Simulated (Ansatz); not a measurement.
**Li2Se: a single-point run**

Wanted: a converged single-point run for Li2Se, and a check of what comes out. The structure is shown as the input types it.

Program: Ansatz 0.2.0. Level of theory: density functional or hybrid calculation with the settings of its input, plane waves. These are calculated values, not measurements.

### 1 The structure to begin with

It takes space group Fm-3m (No. 225, cubic). Conventional cell: a = 5.987 Å, b = 5.987 Å, c = 5.987 Å, α = 90.00°, β = 90.00°, γ = 90.00°. Se (site symmetry m-3m) has 8 Li at 2.59 Å as nearest neighbours. Li (site symmetry -43m) has 4 Se at 2.59 Å as nearest neighbours.

As a file:

```cif
data_structure
_symmetry_space_group_name_H-M 'Fm-3m'
_symmetry_Int_Tables_number 225
_cell_length_a 5.9870
_cell_length_b 5.9870
_cell_length_c 5.9870
_cell_angle_alpha 90.000
_cell_angle_beta 90.000
_cell_angle_gamma 90.000
_cell_volume 214.60
loop_
_atom_site_label
_atom_site_type_symbol
_atom_site_symmetry_multiplicity
_atom_site_Wyckoff_symbol
_atom_site_fract_x
_atom_site_fract_y
_atom_site_fract_z
_atom_site_occupancy
Se1 Se 4 a 0.00000 0.00000 0.00000 1
Li1 Li 8 c 0.25000 0.75000 0.75000 1
```

### 2 The run

input.yaml reads:

```yaml
crystal:
  lattice:
    - [0.0, 2.9935210614, 2.9935210614]
    - [2.9935210614, 0.0, 2.9935210614]
    - [2.9935210614, 2.9935210614, 0.0]
  atoms:
    - { symbol: Se, position: [0.0, 0.0, 0.0] }
    - { symbol: Li, position: [0.25, 0.25, 0.25] }
    - { symbol: Li, position: [0.75, 0.75, 0.75] }
kpoints:
  mp_grid: { grid: [4, 4, 4] }
hamiltonian:
  xc: { exchange: pbe, correlation: pbe, exx: { coeff: 1.5, omega: 0.3 } }
scf:
  occupations: { method: fixed }
  n_extra_bands: 4
output:
  forces: true
  stress: true
  eigenvalues: true
```

Launch:

```bash
> ansatz run input.yaml --threads 4 --pin off --max-ram 3686MiB --backend cpu --events-out ev --progress --plain --runs-dir out
```

Q: Will this input give a usable result? If not, why, and what should change?

Nothing was computed: the input was turned down at the start. The line that matters: «invalid value for `hamiltonian.xc.exx.coeff`: must be finite and in (0, 1]; got 1.5»

In the input, hamiltonian.xc.exx.coeff is 1.5. The program checks this value's range before starting, and it fails the check.

Fix: set hamiltonian.xc.exx.coeff to 0.5.
